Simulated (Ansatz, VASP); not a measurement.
# Two plane-wave programs on Sn3Se

File INCAR:

```
SYSTEM = Sn3Se
ALGO = Normal
EDIFF = 1E-6
ENCUT = 520
GGA = PS
ISIF = 2
ISMEAR = -1
LASPH = .TRUE.
LCHARG = .FALSE.
LREAL = .FALSE.
LWAVE = .FALSE.
NBANDS = 32
NELM = 80
PREC = Accurate
SIGMA = 0.05
```

The input KPOINTS:

```
k-points
0
G
  6 6 6
  0 0 0
```

File POSCAR:

```
Sn3Se
1.0
    4.7732830874      0.0000000000      0.0000000000
    0.0000000000      4.7732830874      0.0000000000
    0.0000000000      0.0000000000      4.7732830874
Sn Se
3 1
Direct
    0.5000000000      0.5000000000      0.0000000000
    0.5000000000      0.0000000000      0.5000000000
    0.0000000000      0.5000000000      0.5000000000
    0.0000000000      0.0000000000      0.0000000000
```

Contents of input.yaml:

```yaml
crystal:
  lattice:
    - [4.7732830874, 0.0, 0.0]
    - [0.0, 4.7732830874, 0.0]
    - [0.0, 0.0, 4.7732830874]
  atoms:
    - { symbol: Sn, position: [0.5, 0.5, 0.0] }
    - { symbol: Sn, position: [0.5, 0.0, 0.5] }
    - { symbol: Sn, position: [0.0, 0.5, 0.5] }
    - { symbol: Se, position: [0.0, 0.0, 0.0] }
hamiltonian:
  xc: pbesol
  pseudopotentials: { kind: paw }
kpoints:
  mp_grid: { grid: [6, 6, 6] }
scf:
  occupations: { method: fermi_dirac, width: 0.05 }
output:
  forces: true
  stress: true
  eigenvalues: true
```

The cell comes from a database or a generator and needn't be the stable form of this composition.

Alike in both runs: task single point; functional PBEsol; k mesh 6 × 6 × 6; occupations fermi-dirac, width 0.05 eV; no spin polarisation.

|  | VASP | Ansatz |
| --- | --- | --- |
| version | VASP 6.6.1 | Ansatz 0.2.0 |
| potentials or method | VASP PAW PBE potentials, release 64 (Sn_d, Se) | Ansatz PAW |
| plane-wave cutoff (eV) | 520 | 420 |
| valence electrons in the cell | 48 | 58 |

```csv
,VASP,Ansatz,Ansatz less VASP
gap on the k mesh at the Fermi level (eV),none,none,-
pressure (GPa),-3.5,-3.5,+0.02
```

A gap of «none» marks a metal or a gap that the smearing closes. With one functional, cell and mesh, what is left measures potentials, basis and numerics. The two sets of potentials don't hold the same shells in valence.

Caveats: the PAW data sets were made with another functional, which shifts forces and pressure a little (VASP); the PAW data sets come from PBE, with cores solved anew for the run's functional, which leaves a small shift of forces and pressure (Ansatz).
